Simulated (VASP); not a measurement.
AlP:

```
CELL_PARAMETERS angstrom
0.00000 2.73570 2.73570
2.73570 0.00000 2.73570
2.73570 2.73570 0.00000
ATOMIC_POSITIONS crystal
Al 0.00000 0.00000 0.00000
P 0.25000 0.25000 0.25000
```

Base run:

- Program: VASP 6.6.1
- Functional: HSE06
- Potentials or basis: VASP PAW PBE potentials, release 64 (Al, P)
- Cutoff: 520 eV
- k mesh: 6 × 6 × 6
- Occupations: gaussian, width 0.03 eV
- Spin: no spin polarisation

Its results: band gap on the k mesh 2.30 eV, indirect (least direct gap 4.19 eV); pressure 0.0 GPa.

Problem. After a change of settings the same cell gave: band gap on the k mesh 2.24 eV, indirect (least direct gap 4.01 eV); pressure 0.8 GPa. Which change was it?
A. functional from HSE06 to PBE0
B. functional from HSE06 to PBE-EpsX
C. functional from HSE06 to PBE

Solution. B.

Caveats: the PAW data sets were made with another functional, which shifts forces and pressure a little.
